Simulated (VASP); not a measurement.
# C (Fd-3m) in VASP: a series of runs

One crystal, C, is run at these levels: r2SCAN; tasks: band structure, dielectric tensor.

All numbers are computed with VASP 6.6.1; they aren't measurements. Logs are shortened: lines on timing, memory, paths and dates and some standing lists are left out, and cuts for length are marked.

### Step 1. The structure

It takes space group Fd-3m (No. 227, cubic). The conventional cell has a = 3.563 Å, b = 3.563 Å, c = 3.563 Å, α = 90.00°, β = 90.00°, γ = 90.00°. C (site symmetry -43m) has 4 C at 1.54 Å as nearest neighbours.

This isn't the form of C at room conditions, which is graphite.

### Step 2. Band structure, r2SCAN

Contents of INCAR:

```
ALGO = Normal
EDIFF = 1E-7
ENCUT = 520
ISIF = 2
ISMEAR = 0
LASPH = True
LCHARG = False
LMIXTAU = True
LREAL = False
LWAVE = False
METAGGA = R2SCAN
NBANDS = 11
NELM = 60
PREC = Accurate
SIGMA = 0.02
```

Contents of KPOINTS:

```
k-points
0
Gamma
  14 14 14
```

Contents of POSCAR:

```
C                                       
1.0
    0.0000000000      1.7815734958      1.7815734958
    1.7815734958      0.0000000000      1.7815734958
    1.7815734958      1.7815734958      0.0000000000
  C             
     2
Direct
     0.0000000000000000    0.0000000000000000    0.0000000000000000
     0.2500000000000000    0.2500000000000000    0.2500000000000000
```

Contents of KPOINTS_OPT:

```
path GXWKGLUWLK,UX
20
line-mode
reciprocal
 0.0000000000  0.0000000000  0.0000000000  G
 0.5000000000  0.0000000000  0.5000000000  X

 0.5000000000  0.0000000000  0.5000000000  X
 0.5000000000  0.2500000000  0.7500000000  W

 0.5000000000  0.2500000000  0.7500000000  W
 0.3750000000  0.3750000000  0.7500000000  K

 0.3750000000  0.3750000000  0.7500000000  K
 0.0000000000  0.0000000000  0.0000000000  G

 0.0000000000  0.0000000000  0.0000000000  G
 0.5000000000  0.5000000000  0.5000000000  L

 0.5000000000  0.5000000000  0.5000000000  L
 0.6250000000  0.2500000000  0.6250000000  U

 0.6250000000  0.2500000000  0.6250000000  U
 0.5000000000  0.2500000000  0.7500000000  W

 0.5000000000  0.2500000000  0.7500000000  W
 0.5000000000  0.5000000000  0.5000000000  L

 0.5000000000  0.5000000000  0.5000000000  L
 0.3750000000  0.3750000000  0.7500000000  K

 0.6250000000  0.2500000000  0.6250000000  U
 0.5000000000  0.0000000000  0.5000000000  X
```

Potentials or basis: VASP PAW PBE potentials, release 64 (C).

The run is started by

```
$ cat potpaw_PBE.64/C/POTCAR > POTCAR
$ mpirun -np 1 vasp_std > vasp.out
```

OUTCAR:

```text
EDIFF = 1E-7
   ENCUT = 520
   ISIF = 2
   ISMEAR = 0
   LASPH = True
   LREAL = False
   METAGGA = R2SCAN
   NELM = 60
   PREC = Accurate

 ion  position               nearest neighbor table
   1  0.000  0.000  0.000-   2 1.54   2 1.54   2 1.54   2 1.54
   2  0.250  0.250  0.250-   1 1.54   1 1.54   1 1.54   1 1.54

  LATTYP: Found a face centered cubic cell.
 ALAT       =     3.5631469916

  Lattice vectors:

 A1 = (   0.0000000000,   1.7815734958,   1.7815734958)
 A2 = (   1.7815734958,   0.0000000000,   1.7815734958)
 A3 = (   1.7815734958,   1.7815734958,   0.0000000000)

Analysis of symmetry for initial positions (statically):
=====================================================================
 Subroutine PRICEL returns:
 Original cell was already a primitive cell.

 Routine SETGRP: Setting up the symmetry group for a
 face centered cubic supercell.

 Subroutine GETGRP returns: Found 48 space group operations
 (whereof 24 operations were pure point group operations)
 out of a pool of 48 trial point group operations.

The static configuration has the point symmetry T_d .
 The point group associated with its full space group is O_h .

Analysis of symmetry for dynamics (positions and initial velocities):
=====================================================================
 Subroutine PRICEL returns:
 Original cell was already a primitive cell.

 Routine SETGRP: Setting up the symmetry group for a
 face centered cubic supercell.

 Subroutine GETGRP returns: Found 48 space group operations
 (whereof 24 operations were pure point group operations)
 out of a pool of 48 trial point group operations.

The dynamic configuration has the point symmetry T_d .
 The point group associated with its full space group is O_h .

 Subroutine INISYM returns: Found 48 space group operations
 (whereof 24 operations are pure point group operations),
 and found     1 'primitive' translations

----------------------------------------------------------------------------------------

                                     Primitive cell

  volume of cell :      11.3094

  direct lattice vectors                    reciprocal lattice vectors
     0.000000000  1.781573496  1.781573496    -0.280650785  0.280650785  0.280650785
     1.781573496  0.000000000  1.781573496     0.280650785 -0.280650785  0.280650785
     1.781573496  1.781573496  0.000000000     0.280650785  0.280650785 -0.280650785

  length of vectors
     2.519525400  2.519525400  2.519525400     0.486101419  0.486101419  0.486101419

  position of ions in fractional coordinates (direct lattice)
     0.000000000  0.000000000  0.000000000
     0.250000000  0.250000000  0.250000000

  ion indices of the primitive-cell ions
   primitive index   ion index
                 1           1
                 2           2

----------------------------------------------------------------------------------------

 KPOINTS: k-points

Automatic generation of k-mesh.
 Grid dimensions read from file:
 generate k-points for:   14   14   14

 Generating k-lattice:

  Cartesian coordinates                     Fractional coordinates (reciprocal lattice)
    -0.020046485  0.020046485  0.020046485     0.071428571  0.000000000  0.000000000
     0.020046485 -0.020046485  0.020046485     0.000000000  0.071428571  0.000000000
     0.020046485  0.020046485 -0.020046485     0.000000000  0.000000000  0.071428571

  Length of vectors
     0.034721530  0.034721530  0.034721530

  Shift w.r.t. Gamma in fractional coordinates (k-lattice)
     0.000000000  0.000000000  0.000000000

 Subroutine IBZKPT returns following result:
 ===========================================

 Found    104 irreducible k-points:

 Following reciprocal coordinates:
            Coordinates               Weight
  0.000000  0.000000  0.000000      1.000000
  0.071429  0.000000  0.000000      8.000000
  0.142857  0.000000  0.000000      8.000000
  0.214286  0.000000  0.000000      8.000000
  0.285714  0.000000  0.000000      8.000000
  0.357143  0.000000  0.000000      8.000000
[... 16 lines left out ...]
  0.214286  0.142857  0.000000     24.000000
  0.285714  0.142857  0.000000     24.000000
 [... further k-points ...]
   k-points           NKPTS =    104   k-points in BZ     NKDIM =    104   number of bands    NBANDS=     11
   number of dos      NEDOS =    301   number of ions     NIONS =      2
   total plane-waves  NPLWV =   8000
   dimension x,y,z NGX =    20 NGY =   20 NGZ =   20
   dimension x,y,z NGXF=    40 NGYF=   40 NGZF=   40
   ions per type =               2
   NGX,Y,Z   is equivalent  to a cutoff of  13.20, 13.20, 13.20 a.u.
   NGXF,Y,Z  is equivalent  to a cutoff of  26.39, 26.39, 26.39 a.u.
 SYSTEM =  unknown system
   PREC   = accura    normal or accurate (medium, high low for compatibility)
   ISTART =      0    job   : 0-new  1-cont  2-samecut
   ICHARG =      2    charge: 1-file 2-atom 10-const
   ISPIN  =      1    spin polarized calculation?
   LNONCOLLINEAR =      F non collinear calculations
   LSORBIT =      F    spin-orbit coupling
   LASPH  =      T    aspherical Exc in radial PAW
   ENCUT  =  520.0 eV  38.22 Ry    6.18 a.u.   4.68  4.68  4.68*2*pi/ulx,y,z
   NELM   =     60;   NELMIN=  2; NELMDL= -5     # of ELM steps
   EDIFF  = 0.1E-06   stopping-criterion for ELM
   LREAL  =      F    real-space projection
   EDIFFG = 0.1E-05   stopping-criterion for IOM
   NSW    =      0    number of steps for IOM
   IBRION =     -1    ionic relax: 0-MD 1-quasi-New 2-CG
   NFREE  =      0    steps in history (QN), initial steepest desc. (CG)
   ISIF   =      2    stress and relaxation
   ISYM   =      2    0-nonsym 1-usesym 2-fastsym
   POTIM  = 0.5000    time-step for ionic-motion
   TEBEG  =    0.0;   TEEND  =   0.0 temperature during run
   PSTRESS=    0.0 pullay stress
   NELECT =       8.0000    total number of electrons
   NUPDOWN=      -1.0000    fix difference up-down
   EMIN   =  10.00;   EMAX   =-10.00  energy-range for DOS
   EFERMI =   0.00;   METHOD = LEGACY
   ISMEAR =     0;   SIGMA  =   0.02  broadening in eV -4-tet -1-fermi 0-gaus
   EFERMI_NEDOS =   21; number of points for ismear=-14 and -15
   IALGO  =     38    algorithm
   IMIX   =      4    mixing-type and parameters
     AMIX     =   0.40;   BMIX     =  1.00
     AMIX_MAG =   1.60;   BMIX_MAG =  1.00
  volume/ion in A,a.u.               =       5.65        38.16
  Fermi-wavevector in a.u.,A,eV,Ry     =   1.458672  2.756491 28.949457  2.127725
  Thomas-Fermi vector in A             =   2.575329
   LORBIT       =      0    0 simple, 1 ext, 2 COOP (PROOUT), +10 PAW based schemes
   METAGGA = R2SCAN    functional components
   LHFCALC =     F    Hartree Fock is set to
   AEXX    =    0.0000 exact exchange contribution
   IVDW    =     0    specifies the selected vdW correction
   LEPSILON=     F    determine dielectric tensor
   LRPA    =     F    only Hartree local field effects (RPA)
 non-spin polarized calculation
 Gauss-broadening in eV      SIGMA  =   0.02
  energy-cutoff  :      520.00
  volume of cell :       11.31
 maximum number of plane-waves:       316
   NGX =  9   NGY =  9   NGZ =  9

 number of electron       7.9999999 magnetization

 Free energy of the ion-electron system (eV)
  ---------------------------------------------------
  ext. energy  EPLUGINS =         0.00000000
  ---------------------------------------------------
  free energy    TOTEN  =       -19.65737613 eV

  energy without entropy =      -19.65737613  energy(sigma->0) =      -19.65737613

 E-fermi :   9.8460     XC(G=0): -14.2745

 val. band max:        9.7567262101   @ k =   0.0000   0.0000   0.0000
 cond. band min:      14.0840318744   @ k =   0.3571   0.3571   0.0000
 fundamental gap:      4.3273056643
 Fermi energy:         9.8460379683

 k-point     1 :       0.0000    0.0000    0.0000
  band No.  band energies     occupation
      1     -12.9805      2.00000
      2       9.7567      2.00000
      3       9.7567      2.00000
      4       9.7567      2.00000
      5      15.6006      0.00000
      6      15.6006      0.00000
      7      15.6006      0.00000
      8      23.6473      0.00000
      9      30.1920      0.00000
     10      37.1785      0.00000
     11      37.1785      0.00000

 k-point     2 :       0.0714    0.0000    0.0000
  band No.  band energies     occupation
      1     -12.8326      2.00000
      2       8.7508      2.00000
      3       9.4958      2.00000
      4       9.4958      2.00000
      5      15.9422      0.00000
      6      15.9422      0.00000
      7      16.2024      0.00000
      8      23.7958      0.00000
      9      30.4505      0.00000
     10      35.4385      0.00000
     11      35.4385      0.00000

 k-point     3 :       0.1429    0.0000    0.0000
  band No.  band energies     occupation
      1     -12.3900      2.00000
      2       6.5677      2.00000
      3       8.8905      2.00000
      4       8.8905      2.00000
      5      16.7409      0.00000
      6      16.7409      0.00000
      7      17.2198      0.00000
      8      24.2308      0.00000
      9      31.0534      0.00000
     10      33.8350      0.00000
     11      33.8350      0.00000
[... 267 lines left out ...]
 k-point    23 :       0.2143    0.1429    0.0000
  band No.  band energies     occupation
      1     -11.6559      2.00000
      2       5.6776      2.00000
      3       6.8007      2.00000
      4       7.5658      2.00000
      5      15.2436      0.00000
      6      19.5537      0.00000
      7      19.6007      0.00000
      8      23.0145      0.00000
      9      30.5732      0.00000
     10      32.0990      0.00000
     11      37.5426      0.00000

 k-point    24 :       0.2857    0.1429    0.0000
  band No.  band energies     occupation
      1     -10.8333      2.00000
      2       3.3333      2.00000
      3       6.2262      2.00000
      4       6.9684      2.00000
      5      15.9596      0.00000
      6      20.2572      0.00000
      7      20.4042      0.00000
      8      22.7941      0.00000
      9      31.1370      0.00000
     10      32.5056      0.00000
     11      37.0948      0.00000

 [... further k-points ...]

------------------------ aborting loop because EDIFF is reached ----------------------------------------

  FORCE on cell =-STRESS in cart. coord.  units (eV):
  Direction    XX          YY          ZZ          XY          YZ          ZX
  --------------------------------------------------------------------------------------
  -------------------------------------------------------------------------------------
  Total        0.0023824      0.0023824      0.0023824      0.0000000     -0.0000000      0.0000000
  in kB        0.3375010      0.3375010      0.3375010      0.0000000     -0.0000000      0.0000000
  external PRESSURE =       0.3375010 kB  Pullay stress =       0.0000000 kB

 VOLUME and BASIS-vectors are now :
 -----------------------------------------------------------------------------
  energy-cutoff  :      520.00
  volume of cell :       11.31
      direct lattice vectors                 reciprocal lattice vectors
     0.000000000  1.781573496  1.781573496    -0.280650785  0.280650785  0.280650785
     1.781573496  0.000000000  1.781573496     0.280650785 -0.280650785  0.280650785
     1.781573496  1.781573496  0.000000000     0.280650785  0.280650785 -0.280650785

 POSITION                                       TOTAL-FORCE (eV/Angst)
 -----------------------------------------------------------------------------------
      0.00000      0.00000      0.00000        -0.000000     -0.000000     -0.000000
      0.89079      0.89079      0.89079         0.000000      0.000000      0.000000
 -----------------------------------------------------------------------------------
    total drift:                                0.000000      0.000000     -0.000000

  FREE ENERGIE OF THE ION-ELECTRON SYSTEM (eV)
  ---------------------------------------------------
  free  energy   TOTEN  =       -19.6573761285 eV

  energy  without entropy=      -19.6573761285  energy(sigma->0) =      -19.65737613
```

Wall time 45 s (1 thread of Intel Xeon 6975P-C (Granite Rapids), shared host); peak memory 0.13 GiB.

Results:

| Item | Value |
| --- | --- |
| Free energy | -19.6574 eV |
| Pressure | 0.0 GPa |
| Band gap on the k mesh | 4.33 eV, indirect (least direct gap 5.84 eV) |
| Band gap along the path | 4.33 eV, indirect (least direct gap 5.84 eV) |

Levels at the corners of the path, in eV from the valence-band top:
```csv
point,band 1,band 2,band 3,band 4,band 5,band 6,band 7,band 8,band 9
Γ,-22.74,0.00,0.00,0.00,5.84,5.84,5.84,13.89,20.44
X,-13.61,-13.61,-6.68,-6.68,5.01,5.01,17.92,17.92,24.68
X,-13.61,-13.61,-6.68,-6.68,5.01,5.01,17.92,17.92,24.68
W,-12.83,-12.83,-8.74,-8.74,11.27,11.27,12.95,12.95,22.65
W,-12.83,-12.83,-8.74,-8.74,11.27,11.27,12.95,12.95,22.65
K,-13.90,-12.51,-9.77,-5.69,5.97,11.34,15.25,16.59,19.79
K,-13.90,-12.51,-9.77,-5.69,5.97,11.34,15.25,16.59,19.79
Γ,-22.74,0.00,0.00,0.00,5.84,5.84,5.84,13.89,20.44
Γ,-22.74,0.00,0.00,0.00,5.84,5.84,5.84,13.89,20.44
L,-16.77,-14.08,-2.99,-2.99,8.89,8.89,9.17,16.73,23.26
L,-16.77,-14.08,-2.99,-2.99,8.89,8.89,9.17,16.73,23.26
U,-13.90,-12.51,-9.77,-5.69,5.97,11.34,15.25,16.59,19.79
U,-13.90,-12.51,-9.77,-5.69,5.97,11.34,15.25,16.59,19.79
W,-12.83,-12.83,-8.74,-8.74,11.27,11.27,12.95,12.95,22.65
W,-12.83,-12.83,-8.74,-8.74,11.27,11.27,12.95,12.95,22.65
L,-16.77,-14.08,-2.99,-2.99,8.89,8.89,9.17,16.73,23.26
L,-16.77,-14.08,-2.99,-2.99,8.89,8.89,9.17,16.73,23.26
K,-13.90,-12.51,-9.77,-5.69,5.97,11.34,15.25,16.59,19.79
U,-13.90,-12.51,-9.77,-5.69,5.97,11.34,15.25,16.59,19.79
X,-13.61,-13.61,-6.68,-6.68,5.01,5.01,17.92,17.92,24.68
```

Caveat: the PAW data sets were made with another functional, which shifts forces and pressure a little. r2SCAN opens gaps a little over a GGA but as a rule still falls short of measured ones.

(Part 1 of 2 ends here.)
